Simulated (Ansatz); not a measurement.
Runs of Ansatz 0.2.0 on GaSb. Symmetry: F-43m, No. 216, cubic system. The conventional cell has a = 6.118 Å, b = 6.118 Å, c = 6.118 Å, α = 90.00°, β = 90.00°, γ = 90.00°. Around Sb (site symmetry -43m) lie 4 Ga at 2.65 Å. Ga (site symmetry -43m) has 4 Sb at 2.65 Å as nearest neighbours. 

```csv
task,level,spin,cell,cutoff (eV),pressure (GPa),V0 of scaled cells (Å³/atom),relaxed volume (Å³/atom),B0 (GPa)
equation of state,r2SCAN,off,as given,500,-,28.82,-,53
relaxation of cell and atoms,rPW86-PBE+rVV10,off,relaxed,420,0.0,-,(b),-
equation of state,PBEsol,"SOC, no magnetisation",as given,420,-,28.56,-,51
relaxation of cell and atoms,exchange-only PBE,off,relaxed,420,0.0,-,(a),-
relaxation of cell and atoms,RPBE+D4,off,relaxed,420,0.0,-,28.05,-
```

Alike in all rows: potentials or basis Ansatz PAW; k mesh 8 × 8 × 8; smearing fermi-dirac 0.05 eV.

Question: Fill in the values left out.

Answer: (a) 36.32; (b) 30.44.

Caveats: the plane-wave basis is chosen anew once the cell has moved, so the energies of steps on either side of that aren't comparable (some runs); the PAW data sets come from PBE, with cores solved anew for the run's functional, which leaves a small shift of forces and pressure (some runs); the PAW data sets were made with another functional, which shifts forces and pressure a little (some runs); the volume moved by over 15 % at a fixed basis, so the end points are rough (some runs); the volume moved by +27 % from the deposited cell, more than functionals usually miss (some runs).

Runs at the PBE level aren't shown here.
